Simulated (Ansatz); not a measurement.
Skutterudite CoSb₃, treated with r²SCAN+SOC (PAW; Ansatz, an electronic-structure program).

Settings: plane-wave cutoff 560 eV, 6×6×6 k mesh, Fermi–Dirac smearing 0.01 eV, PAW data made under PBE.

Cell (measured lattice):

```cif
data_Co8Sb24
_chemical_formula_sum 'Co8 Sb24'
_space_group_name_H-M_alt 'Im-3'
_space_group_IT_number 204
_space_group_name_Hall '-I 2 2 3'
_cell_length_a 9.03708
_cell_length_b 9.03708
_cell_length_c 9.03708
_cell_angle_alpha 90.000
_cell_angle_beta 90.000
_cell_angle_gamma 90.000
loop_
_atom_site_label
_atom_site_type_symbol
_atom_site_symmetry_multiplicity
_atom_site_Wyckoff_symbol
_atom_site_fract_x
_atom_site_fract_y
_atom_site_fract_z
_atom_site_occupancy
Co1 Co 8 c 0.25000 0.25000 0.25000 1
Sb1 Sb 24 g 0.00000 0.33324 0.15976 1
```
(The calculation used a cell of 16 atoms; values per cell refer to that cell.)

**Question.** Predict the band gap.

**Answer.** 
- band gap: 0.45 eV (direct)

Measured, for comparison: band gap 0.63 eV (temperature not stated, not corrected to a static lattice; as tabulated in Kim et al. (2020), doi:10.1038/s41597-020-00723-8). Computed (rounded) less measured: band gap -0.18 eV.

Note: cell and atoms aren't relaxed at this level (largest force component 0.16 eV/Å, pressure 0.6 GPa).

Computed values are for the static lattice.
